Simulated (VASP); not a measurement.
# Pt in VASP: single point with PBE

Aim: the single point of Pt with PBE.

Program: VASP 6.6.1. These are calculated values, not measurements. Logs are shortened: lines on timing, memory, paths and dates and some standing lists are left out, and cuts for length are marked.

### 1 Starting point

The cell holds a slab with vacuum, 9 atoms: a = 2.775 Å, b = 2.775 Å, c = 33.124 Å, α = 90.00°, β = 90.00°, γ = 60.00°.

The cell was built by a generator and needn't be a form met in nature.

### 2 Single point, PBE

Contents of INCAR:

```
PREC = Accurate
ENCUT = 520
EDIFF = 1E-6
ISMEAR = 0
SIGMA = 0.1
LREAL = F
LASPH = T
NELM = 100
ALGO = Fast
ISIF = 2
LWAVE = F
LCHARG = F
LDIPOL = T
IDIPOL = 3
DIPOL = 0.5 0.5 0.500
GGA = PE
NBANDS = 55
```

Contents of KPOINTS:

```
regular mesh
0
Gamma
  16 16 1
```

Contents of POSCAR:

```
Pt
1.0
    2.7746870094      0.0000000000      0.0000000000
    1.3873435047      2.4029494377      0.0000000000
    0.0000000000      0.0000000000     33.1241796504
Pt
9
Direct
    0.0000000000      0.0000000000      0.2191004243
    0.3333333333      0.3333333333      0.2899365501
    0.6666666667      0.6666666667      0.3599172050
    0.0000000000      0.0000000000      0.4298445536
    0.3333333333      0.3333333333      0.5000000771
    0.6666666667      0.6666666667      0.5701556476
    0.0000000000      0.0000000000      0.6400828533
    0.3333333333      0.3333333333      0.7100633766
    0.6666666667      0.6666666667      0.7808993122
```

Potentials or basis: VASP PAW PBE potentials, release 64 (Pt).

Launch:

```sh
cat potpaw_PBE.64/Pt/POTCAR > POTCAR
mpirun -np 1 vasp_std > vasp.out
```

OUTCAR:

```text
PREC = Accurate
   ENCUT = 520
   EDIFF = 1E-6
   ISMEAR = 0
   LREAL = F
   LASPH = T
   NELM = 100
   ISIF = 2
   GGA = PE

 ion  position               nearest neighbor table
   1  0.000  0.000  0.219-   2 2.84   2 2.84   2 2.84
   2  0.333  0.333  0.290-   3 2.82   3 2.82   3 2.82   1 2.84   1 2.84   1 2.84
   3  0.667  0.667  0.360-   4 2.82   4 2.82   4 2.82   2 2.82   2 2.82   2 2.82
   4  0.000  0.000  0.430-   3 2.82   3 2.82   3 2.82   5 2.82   5 2.82   5 2.82
   5  0.333  0.333  0.500-   4 2.82   4 2.82   4 2.82   6 2.82   6 2.82   6 2.82
   6  0.667  0.667  0.570-   7 2.82   7 2.82   7 2.82   5 2.82   5 2.82   5 2.82
   7  0.000  0.000  0.640-   6 2.82   6 2.82   6 2.82   8 2.82   8 2.82   8 2.82
   8  0.333  0.333  0.710-   7 2.82   7 2.82   7 2.82   9 2.84   9 2.84   9 2.84
   9  0.667  0.667  0.781-   8 2.84   8 2.84   8 2.84

  LATTYP: Found a hexagonal cell.
 ALAT       =     2.7746870094
 C/A-ratio  =    11.9379877940

  Lattice vectors:

 A1 = (  -1.3873435047,  -2.4029494377,   0.0000000000)
 A2 = (   2.7746870094,   0.0000000000,   0.0000000000)
 A3 = (   0.0000000000,   0.0000000000,  33.1241796504)

Analysis of symmetry for initial positions (statically):
=====================================================================
 Subroutine PRICEL returns:
 Original cell was already a primitive cell.

 Routine SETGRP: Setting up the symmetry group for a
 hexagonal supercell.

 Subroutine GETGRP returns: Found 12 space group operations
 (whereof  6 operations were pure point group operations)
 out of a pool of 24 trial point group operations.

The static configuration has the point symmetry C_3v.
 The point group associated with its full space group is D_3d.

Analysis of symmetry for dynamics (positions and initial velocities):
=====================================================================
 Subroutine PRICEL returns:
 Original cell was already a primitive cell.

 Routine SETGRP: Setting up the symmetry group for a
 hexagonal supercell.

 Subroutine GETGRP returns: Found 12 space group operations
 (whereof  6 operations were pure point group operations)
 out of a pool of 24 trial point group operations.

The dynamic configuration has the point symmetry C_3v.
 The point group associated with its full space group is D_3d.

 Subroutine INISYM returns: Found 12 space group operations
 (whereof  6 operations are pure point group operations),
 and found     1 'primitive' translations
[... 124 lines left out ...]
   ISMEAR =     0;   SIGMA  =   0.10  broadening in eV -4-tet -1-fermi 0-gaus
   EFERMI_NEDOS =   21; number of points for ismear=-14 and -15
   IALGO  =     68    algorithm
   IMIX   =      4    mixing-type and parameters
     AMIX     =   0.40;   BMIX     =  1.00
     AMIX_MAG =   1.60;   BMIX_MAG =  1.00
  volume/ion in A,a.u.               =      24.54       165.60
  Fermi-wavevector in a.u.,A,eV,Ry     =   1.213727  2.293612 20.043200  1.473134
  Thomas-Fermi vector in A             =   2.349170
   LORBIT       =      0    0 simple, 1 ext, 2 COOP (PROOUT), +10 PAW based schemes
   GGA     = PE    functional components
   LHFCALC =     F    Hartree Fock is set to
   AEXX    =    0.0000 exact exchange contribution
   IVDW    =     0    specifies the selected vdW correction
   LEPSILON=     F    determine dielectric tensor
   LRPA    =     F    only Hartree local field effects (RPA)
 non-spin polarized calculation
 RMM-DIIS sequential band-by-band and
 Gauss-broadening in eV      SIGMA  =   0.10
  energy-cutoff  :      520.00
  volume of cell :      220.85
 maximum number of plane-waves:      5989
 NGX is ok and might be reduce to    24
   NGX = 11   NGY = 11   NGZ =123

 dipolmoment           0.000000      0.000000      0.000000 electrons x Angstroem

 number of electron      90.0000012 magnetization

 dipolmoment           0.000000      0.000000     -0.000000 electrons x Angstroem

 Free energy of the ion-electron system (eV)
  ---------------------------------------------------
  ext. energy  EPLUGINS =         0.00000000
  ---------------------------------------------------
  free energy    TOTEN  =       -53.70879133 eV

  energy without entropy =      -53.60851236  energy(sigma->0) =      -53.65865185

 E-fermi :   4.6496     XC(G=0):  -8.9539

 val. band max:        4.6472938580   @ k =   0.4375   0.0000   0.0000
 cond. band min:       4.6538895542   @ k =   0.3750   0.1250   0.0000
 fundamental gap:      0.0065956963
 Fermi energy:         4.6496021159

 k-point     1 :       0.0000    0.0000    0.0000
  band No.  band energies     occupation
      1      -5.1560      2.00000
      2      -4.8169      2.00000
      3      -4.2901      2.00000
      4      -3.6917      2.00000
      5      -3.1170      2.00000
      6      -2.6983      2.00000
[... 1381 lines left out ...]
     54      10.0276      0.00000
     55      11.9645      0.00000

 [... further k-points ...]

------------------------ aborting loop because EDIFF is reached ----------------------------------------

 vacuum level on the upper side and lower side of the slab       (xc-potential included)        -0.200        -0.200

  FORCE on cell =-STRESS in cart. coord.  units (eV):
  Direction    XX          YY          ZZ          XY          YZ          ZX
  --------------------------------------------------------------------------------------
  -------------------------------------------------------------------------------------
  Total       -1.3229746     -1.3229746     -0.4934204      0.0000000     -0.0000000     -0.0000000
  in kB       -9.5975048     -9.5975048     -3.5795125      0.0000000     -0.0000000     -0.0000000
  external PRESSURE =      -7.5915074 kB  Pullay stress =       0.0000000 kB

 VOLUME and BASIS-vectors are now :
 -----------------------------------------------------------------------------
  energy-cutoff  :      520.00
  volume of cell :      220.85
      direct lattice vectors                 reciprocal lattice vectors
     2.774687009  0.000000000  0.000000000     0.360401010 -0.208077620  0.000000000
     1.387343505  2.402949438  0.000000000     0.000000000  0.416155240  0.000000000
     0.000000000  0.000000000 33.124179650     0.000000000  0.000000000  0.030189427

 POSITION                                       TOTAL-FORCE (eV/Angst)
 -----------------------------------------------------------------------------------
      0.00000      0.00000      7.25752         0.000000     -0.000000      0.021670
      1.38734      0.80098      9.60391        -0.000000     -0.000000     -0.002805
      2.77469      1.60197     11.92196         0.000000     -0.000000      0.006332
      0.00000      0.00000     14.23825         0.000000     -0.000000     -0.008149
      1.38734      0.80098     16.56209         0.000000      0.000000     -0.000000
      2.77469      1.60197     18.88594        -0.000000      0.000000      0.008149
      0.00000      0.00000     21.20222        -0.000000      0.000000     -0.006332
      1.38734      0.80098     23.52027         0.000000      0.000000      0.002805
      2.77469      1.60197     25.86665        -0.000000      0.000000     -0.021670
 -----------------------------------------------------------------------------------
    total drift:                               -0.000000     -0.000000     -0.000194

  FREE ENERGIE OF THE ION-ELECTRON SYSTEM (eV)
  ---------------------------------------------------
  free  energy   TOTEN  =       -53.7087913274 eV

  energy  without entropy=      -53.6085123640  energy(sigma->0) =      -53.65865185

 vacuum level on the upper side and lower side of the slab        10.169        10.169
```

OSZICAR:

```text
N       E                     dE             d eps       ncg     rms          rms(c)
DAV:   1     0.604394490661E+03    0.60439E+03   -0.44403E+04  3324   0.150E+03
DAV:   2    -0.268172732284E+02   -0.63121E+03   -0.59662E+03  3727   0.318E+02
[... 29 lines left out ...]
RMM:  32    -0.537087837864E+02   -0.14562E-05   -0.50153E-07  1841   0.284E-03    0.867E-03
RMM:  33    -0.537087857711E+02   -0.19847E-05   -0.20212E-07  1761   0.158E-03    0.501E-03
RMM:  34    -0.537087884127E+02   -0.26417E-05   -0.23177E-07  1718   0.150E-03    0.244E-03
RMM:  35    -0.537087899618E+02   -0.15490E-05   -0.56753E-08   711   0.994E-04    0.213E-03
RMM:  36    -0.537087909829E+02   -0.10212E-05   -0.14526E-07  1651   0.141E-03    0.326E-03
RMM:  37    -0.537087913274E+02   -0.34441E-06   -0.13111E-08   324   0.595E-04
   1 F= -.53708791E+02 E0= -.53658652E+02  d E =-.100279E+00
```

stdout:

```text
POSCAR found type information on POSCAR Pt
 POSCAR found :  1 types and       9 ions
 scaLAPACK will be used
 LDA part: xc-table for (Slater+PW92), standard interpolation
 POSCAR, INCAR and KPOINTS ok, starting setup
 FFT: planning ... GRIDC
 FFT: planning ... GRID_SOFT
 FFT: planning ... GRID
 WAVECAR not read
 entering main loop
```

Run time: 9.1 min. Hardware: 1 thread of Intel Xeon 6975P-C (Granite Rapids), shared host; peak memory 0.52 GiB.

Results:

| Item | Value |
| --- | --- |
| Free energy | -53.7088 eV |
| Largest force | 0.022 eV/Å |
| Band gap on the k mesh | none (metal or under the smearing width) |

Forces in eV/Å, atoms in the order of the input:
```
Pt   0.000  0.000  0.022
Pt   0.000  0.000 -0.003
Pt   0.000  0.000  0.006
Pt   0.000  0.000 -0.008
Pt   0.000  0.000  0.000
Pt   0.000  0.000  0.008
Pt   0.000  0.000 -0.006
Pt   0.000  0.000  0.003
Pt   0.000  0.000 -0.022
```

Levels at points of the mesh, in eV from the Fermi level:
```csv
k point,band 42,band 43,band 44,band 45,band 46,band 47,band 48,band 49,band 50,band 51
"(0.00, 0.00, 0.00)",-1.29,-1.29,-1.02,-1.02,-0.68,-0.68,-0.36,-0.36,-0.11,-0.11
"(0.50, 0.00, 0.00)",0.37,0.38,0.44,0.63,0.63,1.30,2.04,2.21,2.60,2.73
```
